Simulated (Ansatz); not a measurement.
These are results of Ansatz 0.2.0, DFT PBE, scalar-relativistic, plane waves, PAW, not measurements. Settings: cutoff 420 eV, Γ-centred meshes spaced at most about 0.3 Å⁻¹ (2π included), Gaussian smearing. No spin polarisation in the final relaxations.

These are static total energies at zero pressure. All come from trial cells, and lower structures may exist.

Question: Order these relaxed structures of LiCl by energy, lowest first, with the energy over the lowest of them.
A.

Space group Fm-3m (No. 225). a = 5.148 Å, b = 5.148 Å, c = 5.148 Å, α = 90.00°, β = 90.00°, γ = 90.00°
```
atom  site  symmetry       x       y       z
  Li    4a      m-3m  0.0000  0.0000  0.0000
  Cl    4b      m-3m  0.5000  0.0000  0.0000
```

B.

Space group I-42m (No. 121). a = 7.498 Å, b = 7.498 Å, c = 9.813 Å, α = 90.00°, β = 90.00°, γ = 90.00°
| atom | site | symmetry | x | y | z |
| --- | --- | --- | --- | --- | --- |
| Li | 8i | ..m | 0.1288 | 0.8712 | 0.3030 |
| Li | 2a | -42m | 0.0000 | 0.0000 | 0.0000 |
| Cl | 8i | ..m | 0.1553 | 0.1553 | 0.1766 |
| Cl | 2b | -42m | 0.0000 | 0.0000 | 0.5000 |

Answer: A (0 meV/atom), B (48 meV/atom). Forms: A rock salt type, Fm-3m; B I-42m. Counting Cl atoms around Li (those within 1.25 times the shortest such distance or 1.15 times the sum of covalent radii): A has Li 6; B has Li 4.

With atoms moved at random, Fm-3m came back. Other cells relaxed within their symmetry can be saddle points. The part of the Crystallography Open Database at hand lists LiCl in space group No. 225; sharing a group (Fm-3m) doesn't make a cell the listed structure. Some structure types and database cells were kept out of the candidates from the start, so a known form may be missing.
